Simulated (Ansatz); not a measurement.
A run of Ansatz 0.2.0 is set up as follows.

input.yaml

```yaml
crystal:
  lattice:
    - [-1.65128, 1.65128, 1.65128]
    - [1.65128, -1.65128, 1.65128]
    - [1.65128, 1.65128, -1.65128]
  atoms:
    - { symbol: Ta, position: [0.0, 0.0, 0.0] }
hamiltonian:
  xc: pbe
  pseudopotentials: { kind: paw }
kpoints:
  mp_grid: { grid: [11, 11, 11] }
scf:
  occupations: { method: fermi_dirac, width: 0.05 }
output:
  forces: true
  stress: true
  eigenvalues: true
relax:
  f_tol: 0.01
  max_steps: 40
  cell: { stress_tol: 0.05, p_target: 10.0 }
```

Potentials or basis: Ansatz PAW.

Run with:

```console
$ ansatz run input.yaml --threads 2 --pin off --max-ram 5632MiB --backend cpu --events-out ev --progress --plain --runs-dir out
```

(1) Estimate the band gap on the k mesh.

(2) What does it give for the space group after relaxing (to 0.05 Å)?

(3) Predict the relaxed cell.

(4) Predict the relaxed volume.

## Answers

(1) none (metal or under the smearing width).

(2) Im-3m (No. 229).

(3) a = 2.828 Å, b = 2.828 Å, c = 2.828 Å, α = 109.47°, β = 109.47°, γ = 109.47°.

(4) 17.42 Å³/atom.
